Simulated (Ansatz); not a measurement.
The cell was built from the zincblende type and relaxed in the same program, and has space group F-43m; it needn't be a known or the stable phase.

NaI: DFT, PBE, PAW with Ansatz's default frozen-core files, scalar-relativistic (Ansatz 0.2.0).

```yaml
crystal:
  lattice:
    - [0.0, 3.5813786082, 3.5813786082]
    - [3.5813786082, 0.0, 3.5813786082]
    - [3.5813786082, 3.5813786082, 0.0]
  atoms:
    - { symbol: Na, position: [0.0, 0.0, 0.0] }
    - { symbol: I, position: [0.25, 0.25, 0.25] }
kpoints:
  mp_grid: { grid: [10, 10, 10] }
  band_path:
    path:
      - [0.0, 0.0, 0.0]
      - [-0.5, -0.5, 0.0]
      - [-0.375, -0.375, 0.25]
      - [-0.375, 0.0, 0.375]
      - [0.0, 0.0, 0.0]
      - [0.0, 0.0, 0.5]
      - [-0.5, -0.25, 0.25]
      - [-0.5, -0.5, 0.0]
    npoints: 8
scf:
  occupations: { method: fermi_dirac, width: 0.05 }
hamiltonian:
  xc: pbe
  pseudopotentials: { kind: paw }
output:
  forces: true
  stress: true
  eigenvalues: true
  efg: { contact_densities: true }
  populations: true
  bader: true
  dos: { projected: true, de: 0.2, e_range: [-14, 8] }
```

Output:

```
I: output.efg is read without spin–orbit coupling, which moves field gradients at and beside such atoms by some per cent and up to a factor of two; PAW files take it under magnetization.noncollinear and magnetization.spin_orbit
Engine: ansatz 0.2.0
Pseudopotentials: kind: paw
Pseudopotential: Na, paw, valence charge 9, recommended cutoff 420 eV (normal)
Pseudopotential: I, paw, valence charge 17, recommended cutoff 420 eV (normal)
Functional definition: PBE
  parameter kappa = 0.804
  parameter beta = 0.06672455060314922
  exchange = pbe_x(kappa = kappa, mu = beta*pi^2/3)
  correlation = pbe_c(beta = beta)
Crystal: 2 atoms, lattice volume = 91.871 Å³
Basis set: ecut = 420 eV, 1807 PW (Γ), exchange–correlation on 72×72×72 points (8 copies of the dense FFT grid, shifted against one another)
Bands: 17, of which v1, the nominal top of the filled ones, is band 13 counted from 1 (12 counted from 0)
Symmetry: 24 space group operations
Space group: F-43m (ITA 216), of the structure as read, at distance tolerance 4.5e-5 Å
k-points: 47 of 1000 (time reversal used)
Non-local potential: Na, projectors of the file, l = 0: 3, l = 1: 2, l = 2: 1
Non-local potential: I, projectors of the file, l = 0: 2, l = 1: 2, l = 2: 2, l = 3: 2
PAW form: soft (Blöchl's): semilocal exchange-correlation on the pseudo side does not see the compensation charge
PAW one-centre angular grid: Na, 110 points (default); XC on 64 Gauss nodes
PAW one-centre angular grid: I, 590 points (default); XC on 64 Gauss nodes
Initial density: superposition of atomic densities (neutral atoms: chi_scale 0, normalization atom), corrected by the library's trained network
Initial wavefunctions: pseudopotential atomic-orbital guess
Functional: x = pbe(κ = 0.804, μ = 0.2195149727645171), c = pbe(β = 0.06672455060314922)
SCF iter   1: F=—  HF=-9001.791462 eV  |F-HF|=—  |Δ(HF+E_count)|=         —  Δρ=5.74e-4  dr2=3.77e-4  ethr=1.77e-3  ⟨swp⟩=6.2  Hψ=4427  notcnv=0
preconditioner: auto → none  [insulator: Δε(μ)=3.758 eV  Ē_g=10.069 eV  σ=0.050 eV  W_gap=1.00  n_scr=14 (ndim 8)  ℏωp=11.0 eV  f_vac=0.316  D(μ)=0.00/eV (n_scr^D=0)  ε∞_Penn≈2.2]
SCF iter   2: F=—  HF=-9001.791161 eV  |F-HF|=—  |Δ(HF+E_count)|=   3.01e-4  Δρ=5.46e-4  dr2=5.38e-4  ethr=1.45e-6  ⟨swp⟩=3.1  Hψ=2082  notcnv=0
SCF iter   3: F=—  HF=-9001.791019 eV  |F-HF|=—  |Δ(HF+E_count)|=   1.42e-4  Δρ=2.98e-4  dr2=1.38e-4  ethr=1.45e-6  ⟨swp⟩=2.0  Hψ=972  notcnv=0
SCF iter   4: F=—  HF=-9001.791014 eV  |F-HF|=—  |Δ(HF+E_count)|=   5.01e-6  Δρ=7.61e-5  dr2=7.50e-6  ethr=5.30e-7  ⟨swp⟩=2.5  Hψ=1099  notcnv=0
SCF iter   5: F=—  HF=-9001.791021 eV  |F-HF|=—  |Δ(HF+E_count)|=   6.77e-6  Δρ=1.51e-5  dr2=2.02e-7  ethr=2.88e-8  ⟨swp⟩=2.7  Hψ=1352  notcnv=0
SCF iter   6: F=-9001.791021 eV  HF=-9001.791021 eV  |F-HF|=3.34e-8  |Δ(HF+E_count)|=   2.33e-8  Δρ=5.28e-6  dr2=4.46e-8  ethr=3.85e-10  ⟨swp⟩=6.8  Hψ=3612  notcnv=0
SCF 1 converged in 6 iterations: F = -9001.791021 eV  dr2 = 4.46e-8
  greatest PAW one-centre occupation: 0.999 electrons in one spin orbital (limit 2), on the Na atom at site 0 (counted from 0), in its partial waves of l = 0
NSCF: frozen V_eff on 57 k-points
SCF converged after 6 iterations
Free energy (F): -9001.791021 eV
Harris-Foulkes:  -9001.791021 eV  (|F-HF|=3.34e-8)
Internal energy: -9001.791021 eV  (E = F + TS)
E sigma→0 (E₀):  -9001.791021 eV
Fermi energy:    2.382781 eV
--- Per-component energies (eV) ---
  E_band       = -673.251298
  E_kinetic    = 309.390059
  E_local      = -3903.071844  (includes V_loc(G=0)·N_el)
  E_nonlocal   = 25.092881
  E_hartree    = 1766.061210
  E_xc         = -166.962335
  E_vxc        = -178.539810  (∫ρ·V_xc dr)
  E_paw        = -5080.461279  (= ΣΔE_a)
  E_vpaw       = -458.254651  (= ΣTr[D̂ρ^β])
  E_aug_tail   = -0.000040  (compensation charges beyond the density's cutoff)
  E_ewald      = -1951.839671
  E_smearing   = -0.000000  (= −TS)
  E_closure    = 0.000000  (closes the sum)
  Σ components = -9001.791021   (vs F -9001.791021, Δ=0.00e0)
--- Forces (eV/Å), atoms counted from 1 ---
  atom   1  Na     0.00000000    -0.00000000     0.00000000
  atom   2  I     -0.00000000     0.00000000    -0.00000000
  max |Σ_I F_I| component: 3.12e-17 eV/Å
--- Stress (GPa, compression-positive) ---
        0.005009      -0.000000      -0.000000
       -0.000000       0.005009       0.000000
       -0.000000       0.000000       0.005009
  P = ⅓ Tr σ = 0.0050 GPa (0.050 kbar)
--- PAW observables at the nuclei: V_zz in 10²¹ V/m², potentials from the cell's mean, atoms counted from 1 ---
  atom   1  Na V_zz =    +0.000000   η = 0.0000   by run symmetry: forbidden
            electrostatic potential = -973.645453 V   contact ρ = 5904.579471 e/Å³
  atom   2  I  V_zz =    +0.000000   η = 0.0000   by run symmetry: forbidden
            electrostatic potential = -8882.620129 V   contact ρ = 1603911.691954 e/Å³
--- Band table (eV; the first three rows and the last of 47) ---
  k-point 0: bands = ["-49.8487", "-42.2552", "-42.2552", "-42.2552", "-42.2532", "-42.2532", "-21.7649", "-21.7649", "-21.7649", "-10.0085", "0.3835", "0.3835", "0.3835", "4.1549", "8.2471", "8.2471", "8.2471"]
  k-point 1: bands = ["-49.8487", "-42.2552", "-42.2552", "-42.2552", "-42.2532", "-42.2532", "-21.7651", "-21.7649", "-21.7649", "-9.9978", "0.2345", "0.3708", "0.3708", "4.3801", "8.0756", "8.3191", "8.3191"]
  k-point 2: bands = ["-49.8487", "-42.2552", "-42.2552", "-42.2552", "-42.2532", "-42.2532", "-21.7656", "-21.7650", "-21.7650", "-9.9694", "-0.1004", "0.3383", "0.3383", "4.9043", "7.7939", "8.4033", "8.4033"]
  k-point 46: bands = ["-49.8487", "-42.2552", "-42.2551", "-42.2551", "-42.2532", "-42.2532", "-21.7670", "-21.7657", "-21.7655", "-9.8553", "-0.4921", "-0.2430", "-0.0356", "6.3185", "7.3088", "8.1961", "8.4081"]
--- Löwdin populations: 2 sites ---
  site symbol       q [e]
     0     Na      8.3441
     1      I     17.6232
  spilling = 0.001261 (of n_electrons = 26.000000)
--- Bader charges: 2 sites ---
  site symbol  charge [e]  shift [e]
     0     Na      0.8448     0.0001
     1      I     -0.8448     0.0001
  estimated error of the sums over rays = 1.1e-4 e
```

populations.tsv:

```
# site	symbol	l	j	q
# orbitals = lowdin
# n_electrons = 26.000000
# spilling = 0.001261
0	Na	0_2S	-	1.998294
0	Na	0_3S	-	0.346475
0	Na	1_2P	-	5.999289
1	I	0_5S	-	1.913860
1	I	1_5P	-	5.709495
1	I	2_4D	-	9.999806
```

bader_charges.tsv:

```
# site	symbol	x_ang	y_ang	z_ang	partial_charge_e	electrons	volume_ang3	relative_density_drop	shared_charge_e	partial_wave_shift_e
# quadrature_error_electrons = 1.1e-4
0	Na	0.0000	0.0000	0.0000	0.84482	10.15518	12.07	-	0.84482	0.00008
1	I	1.7907	1.7907	1.7907	-0.84482	53.84482	68.33	-	-0.84482	0.00008
```
